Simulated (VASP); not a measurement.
# Hg in VASP: work function with PBE

Aim: the work function of Hg with PBE.

Program: VASP 6.6.1. These are calculated values, not measurements. Logs are shortened: lines on timing, memory, paths and dates and some standing lists are left out, and cuts for length are marked.

### Step 1. The cell of the first run

The cell holds a slab with vacuum, 4 atoms: a = 3.437 Å, b = 3.437 Å, c = 23.781 Å, α = 90.00°, β = 90.00°, γ = 116.76°.

The slab is cut from a database's or a generator's crystal, which needn't be the stable form of the element.

### Step 2. Work function, PBE (the (1 1 0) slab of Hg, cut from the database cell, not relaxed)

The input, INCAR:

```
PREC = Accurate
ENCUT = 520
EDIFF = 1E-6
ISMEAR = 0
SIGMA = 0.05
LREAL = F
LASPH = T
NELM = 100
ALGO = Fast
ISIF = 2
LWAVE = F
LCHARG = T
LDIPOL = T
IDIPOL = 3
DIPOL = 0.5 0.5 0.500
GGA = PE
LELF = T
LVHAR = T
LVACPOTAV = T
```

The input, KPOINTS:

```
regular mesh
0
Gamma
  9 9 1
```

The input, POSCAR:

```
Hg
1.0
    3.4373548965      0.0000000000      0.0000000000
   -1.5474517609      3.0693324571      0.0000000000
    0.0000000000      0.0000000000     23.7809722169
Hg
4
Direct
    0.5000000000      0.5000000000      0.3153781911
    0.0000000000      0.0000000000      0.4384593970
    0.5000000000      0.5000000000      0.5615406030
    0.0000000000      0.0000000000      0.6846218089
```

Potentials or basis: VASP PAW PBE potentials, release 64 (Hg).

On the command line:

```
$ cat potpaw_PBE.64/Hg/POTCAR > POTCAR
$ mpirun -np 1 vasp_std > vasp.out
```

OUTCAR:

```text
PREC = Accurate
   ENCUT = 520
   EDIFF = 1E-6
   ISMEAR = 0
   LREAL = F
   LASPH = T
   NELM = 100
   ISIF = 2
   GGA = PE

 ion  position               nearest neighbor table
   1  0.500  0.500  0.315-   2 3.44   2 3.44
   2  0.000  0.000  0.438-   1 3.44   1 3.44   3 3.44   3 3.44
   3  0.500  0.500  0.562-   4 3.44   4 3.44   2 3.44   2 3.44
   4  0.000  0.000  0.685-   3 3.44   3 3.44

  LATTYP: Found a base centered orthorhombic cell.
 ALAT       =     3.6045160000
 B/A-ratio  =     1.6240686622
 C/A-ratio  =     6.5975493567

  Lattice vectors:

 A1 = (   3.4373548965,   0.0000000000,   0.0000000000)
 A2 = (  -1.5474517609,   3.0693324571,   0.0000000000)
 A3 = (   0.0000000000,   0.0000000000,  23.7809722169)

Analysis of symmetry for initial positions (statically):
=====================================================================
 Subroutine PRICEL returns:
 Original cell was already a primitive cell.

 Routine SETGRP: Setting up the symmetry group for a
 base centered orthorhombic supercell.

 Subroutine GETGRP returns: Found  8 space group operations
 (whereof  4 operations were pure point group operations)
 out of a pool of  8 trial point group operations.

The static configuration has the point symmetry C_2v.
 The point group associated with its full space group is D_2h.

Analysis of symmetry for dynamics (positions and initial velocities):
=====================================================================
 Subroutine PRICEL returns:
 Original cell was already a primitive cell.

 Routine SETGRP: Setting up the symmetry group for a
 base centered orthorhombic supercell.

 Subroutine GETGRP returns: Found  8 space group operations
 (whereof  4 operations were pure point group operations)
 out of a pool of  8 trial point group operations.

The dynamic configuration has the point symmetry C_2v.
 The point group associated with its full space group is D_2h.

 Subroutine INISYM returns: Found  8 space group operations
 (whereof  4 operations are pure point group operations),
 and found     1 'primitive' translations

----------------------------------------------------------------------------------------

                                     Primitive cell

  volume of cell :     250.8984

  direct lattice vectors                    reciprocal lattice vectors
     3.437354897  0.000000000  0.000000000     0.290921371  0.146672540  0.000000000
    -1.547451761  3.069332457  0.000000000     0.000000000  0.325803742  0.000000000
     0.000000000  0.000000000 23.780972217     0.000000000  0.000000000  0.042050425

  length of vectors
     3.437354897  3.437354897 23.780972217     0.325803742  0.325803742  0.042050425

  position of ions in fractional coordinates (direct lattice)
     0.500000000  0.500000000  0.315378191
     0.000000000  0.000000000  0.438459397
     0.500000000  0.500000000  0.561540603
     0.000000000  0.000000000  0.684621809

  ion indices of the primitive-cell ions
   primitive index   ion index
                 1           1
                 2           2
                 3           3
                 4           4

----------------------------------------------------------------------------------------

 KPOINTS: regular mesh

Automatic generation of k-mesh.
 Grid dimensions read from file:
 generate k-points for:    9    9    1

 Generating k-lattice:

  Cartesian coordinates                     Fractional coordinates (reciprocal lattice)
     0.032324597  0.016296949  0.000000000     0.111111111 -0.000000000  0.000000000
     0.000000000  0.036200416  0.000000000     0.000000000  0.111111111  0.000000000
     0.000000000  0.000000000  0.042050425     0.000000000  0.000000000  1.000000000

  Length of vectors
     0.036200416  0.036200416  0.042050425

  Shift w.r.t. Gamma in fractional coordinates (k-lattice)
     0.000000000  0.000000000  0.000000000

 Subroutine IBZKPT returns following result:
 ===========================================

 Found     25 irreducible k-points:

 Following reciprocal coordinates:
            Coordinates               Weight
  0.000000  0.000000  0.000000      1.000000
  0.111111  0.000000  0.000000      4.000000
  0.222222 -0.000000  0.000000      4.000000
  0.333333  0.000000  0.000000      4.000000
  0.444444 -0.000000  0.000000      4.000000
  0.111111  0.111111  0.000000      2.000000
[... 16 lines left out ...]
 -0.333333  0.333333  0.000000      2.000000
  0.444444  0.444444  0.000000      2.000000
   k-points           NKPTS =     25   k-points in BZ     NKDIM =     25   number of bands    NBANDS=     28
   number of dos      NEDOS =    301   number of ions     NIONS =      4
   total plane-waves  NPLWV = 141120
   dimension x,y,z NGX =    28 NGY =   28 NGZ =  180
   dimension x,y,z NGXF=    56 NGYF=   56 NGZF=  360
   ions per type =               4
   NGX,Y,Z   is equivalent  to a cutoff of  13.54, 13.54, 12.58 a.u.
   NGXF,Y,Z  is equivalent  to a cutoff of  27.08, 27.08, 25.17 a.u.
 SYSTEM =  unknown system
   PREC   = accura    normal or accurate (medium, high low for compatibility)
   ISTART =      0    job   : 0-new  1-cont  2-samecut
   ICHARG =      2    charge: 1-file 2-atom 10-const
   ISPIN  =      1    spin polarized calculation?
   LNONCOLLINEAR =      F non collinear calculations
   LSORBIT =      F    spin-orbit coupling
   LASPH  =      T    aspherical Exc in radial PAW
   ENCUT  =  520.0 eV  38.22 Ry    6.18 a.u.   6.39  6.39 44.22*2*pi/ulx,y,z
   NELM   =    100;   NELMIN=  2; NELMDL= -5     # of ELM steps
   EDIFF  = 0.1E-05   stopping-criterion for ELM
   LREAL  =      F    real-space projection
   EDIFFG = 0.1E-04   stopping-criterion for IOM
   NSW    =      0    number of steps for IOM
   IBRION =     -1    ionic relax: 0-MD 1-quasi-New 2-CG
   NFREE  =      0    steps in history (QN), initial steepest desc. (CG)
   ISIF   =      2    stress and relaxation
   ISYM   =      2    0-nonsym 1-usesym 2-fastsym
   POTIM  = 0.5000    time-step for ionic-motion
   TEBEG  =    0.0;   TEEND  =   0.0 temperature during run
   PSTRESS=    0.0 pullay stress
   NELECT =      48.0000    total number of electrons
   NUPDOWN=      -1.0000    fix difference up-down
   EMIN   =  10.00;   EMAX   =-10.00  energy-range for DOS
   EFERMI =   0.00;   METHOD = LEGACY
   ISMEAR =     0;   SIGMA  =   0.05  broadening in eV -4-tet -1-fermi 0-gaus
   EFERMI_NEDOS =   21; number of points for ismear=-14 and -15
   IALGO  =     68    algorithm
   IMIX   =      4    mixing-type and parameters
     AMIX     =   0.40;   BMIX     =  1.00
     AMIX_MAG =   1.60;   BMIX_MAG =  1.00
  volume/ion in A,a.u.               =      62.72       423.29
  Fermi-wavevector in a.u.,A,eV,Ry     =   0.943313  1.782604 12.107007  0.889840
  Thomas-Fermi vector in A             =   2.071008
   LORBIT       =      0    0 simple, 1 ext, 2 COOP (PROOUT), +10 PAW based schemes
   GGA     = PE    functional components
   LHFCALC =     F    Hartree Fock is set to
   AEXX    =    0.0000 exact exchange contribution
   IVDW    =     0    specifies the selected vdW correction
   LEPSILON=     F    determine dielectric tensor
   LRPA    =     F    only Hartree local field effects (RPA)
 non-spin polarized calculation
 RMM-DIIS sequential band-by-band and
 Gauss-broadening in eV      SIGMA  =   0.05
  energy-cutoff  :      520.00
  volume of cell :      250.90
 maximum number of plane-waves:      6805
 NGX is ok and might be reduce to    28
   NGX = 13   NGY = 13   NGZ = 89

 number of electron      48.0000008 magnetization

 dipolmoment           0.000000      0.000000      0.000000 electrons x Angstroem

 Free energy of the ion-electron system (eV)
  ---------------------------------------------------
  ext. energy  EPLUGINS =         0.00000000
  ---------------------------------------------------
  free energy    TOTEN  =        -0.59929173 eV

  energy without entropy =       -0.59879009  energy(sigma->0) =       -0.59904091

 E-fermi :  -1.7098     XC(G=0):  -5.1326

 val. band max:       -1.7669625788   @ k =  -0.4444   0.4444   0.0000
 cond. band min:      -1.6741051130   @ k =   0.0000   0.0000   0.0000
 fundamental gap:      0.0928574657
 Fermi energy:        -1.7097524795

 k-point     1 :       0.0000    0.0000    0.0000
  band No.  band energies     occupation
      1      -8.5882      2.00000
      2      -8.4545      2.00000
      3      -8.3265      2.00000
      4      -8.2867      2.00000
      5      -8.1291      2.00000
      6      -8.0820      2.00000
[... 20 lines left out ...]
     27       1.9401      0.00000
     28       2.8578      0.00000

 k-point     2 :       0.1111    0.0000    0.0000
  band No.  band energies     occupation
      1      -8.3819      2.00000
      2      -8.3579      2.00000
      3      -8.2396      2.00000
      4      -8.1743      2.00000
      5      -8.1081      2.00000
      6      -8.0738      2.00000
[... 20 lines left out ...]
     27       2.1205      0.00000
     28       3.0510      0.00000

 k-point     3 :       0.2222   -0.0000    0.0000
  band No.  band energies     occupation
      1      -8.2506      2.00000
      2      -8.2218      2.00000
      3      -8.1522      2.00000
      4      -8.1272      2.00000
      5      -8.1086      2.00000
      6      -8.1084      2.00000
[... 20 lines left out ...]
     27       2.5588      0.00000
     28       3.4297      0.00000

 k-point     4 :       0.3333    0.0000    0.0000
  band No.  band energies     occupation
      1      -8.3186      2.00000
      2      -8.3110      2.00000
      3      -8.2410      2.00000
      4      -8.2220      2.00000
      5      -8.2021      2.00000
      6      -8.1981      2.00000
[... 578 lines left out ...]
     27       1.3313      0.00000
     28       1.5718      0.00000

 k-point    23 :      -0.3333    0.3333    0.0000
  band No.  band energies     occupation
      1      -8.3277      2.00000
      2      -8.3127      2.00000
      3      -8.1805      2.00000
      4      -8.1611      2.00000
      5      -8.1098      2.00000
      6      -7.9883      2.00000
[... 20 lines left out ...]
     27       1.8666      0.00000
     28       2.3207      0.00000

 k-point    24 :       0.4444    0.4444    0.0000
  band No.  band energies     occupation
      1      -8.3497      2.00000
      2      -8.3299      2.00000
      3      -8.2945      2.00000
      4      -8.1946      2.00000
      5      -8.1465      2.00000
      6      -8.0748      2.00000
[... 20 lines left out ...]
     27      -0.0149      0.00000
     28       0.9850      0.00000

 [... further k-points ...]

------------------------ aborting loop because EDIFF is reached ----------------------------------------

  FORCE on cell =-STRESS in cart. coord.  units (eV):
  Direction    XX          YY          ZZ          XY          YZ          ZX
  --------------------------------------------------------------------------------------
  -------------------------------------------------------------------------------------
  Total        0.1424037      0.1977652      0.0177461      0.0549041      0.0000000      0.0000000
  in kB        0.9093560      1.2628812      0.1133224      0.3506043      0.0000000      0.0000000
  external PRESSURE =       0.7618532 kB  Pullay stress =       0.0000000 kB

 VOLUME and BASIS-vectors are now :
 -----------------------------------------------------------------------------
  energy-cutoff  :      520.00
  volume of cell :      250.90
      direct lattice vectors                 reciprocal lattice vectors
     3.437354897  0.000000000  0.000000000     0.290921371  0.146672540  0.000000000
    -1.547451761  3.069332457  0.000000000     0.000000000  0.325803742  0.000000000
     0.000000000  0.000000000 23.780972217     0.000000000  0.000000000  0.042050425

 POSITION                                       TOTAL-FORCE (eV/Angst)
 -----------------------------------------------------------------------------------
      0.94495      1.53467      7.50000         0.000000      0.000000     -0.018803
      0.00000      0.00000     10.42699         0.000000      0.000000      0.031514
      0.94495      1.53467     13.35398         0.000000      0.000000     -0.031514
      0.00000      0.00000     16.28097         0.000000      0.000000      0.018803
 -----------------------------------------------------------------------------------
    total drift:                               -0.000000     -0.000000     -0.000000

  FREE ENERGIE OF THE ION-ELECTRON SYSTEM (eV)
  ---------------------------------------------------
  free  energy   TOTEN  =        -0.5992917317 eV

  energy  without entropy=       -0.5987900861  energy(sigma->0) =       -0.59904091

 vacuum level on the upper side and lower side of the slab         2.524         2.524
```

It took 4.7 min on 1 thread of Intel Xeon Platinum 8175M at 2.50GHz (Skylake/Cascade Lake), shared host; peak memory 0.43 GiB.

What came out:

| Property | Result |
| --- | --- |
| Free energy | -0.5993 eV |
| Largest force | 0.032 eV/Å |
| Band gap on the k mesh | 0.09 eV, indirect (least direct gap 0.39 eV) |
| Ionisation potential of the upper face | 4.29 eV |

Forces on the atoms (eV/Å):
```
Hg   0.000  0.000 -0.019
Hg   0.000  0.000  0.032
Hg   0.000  0.000 -0.032
Hg   0.000  0.000  0.019
```

Levels at points of the mesh, in eV from the valence-band top:
```
           k point  band 22  band 23  band 24  band 25  band 26  band 27
(0.00, 0.00, 0.00)    -5.48    -4.63    -3.13     0.09     1.99     3.71
```

Caveat: spin-orbit coupling is left out, which moves the levels of the heavy elements.
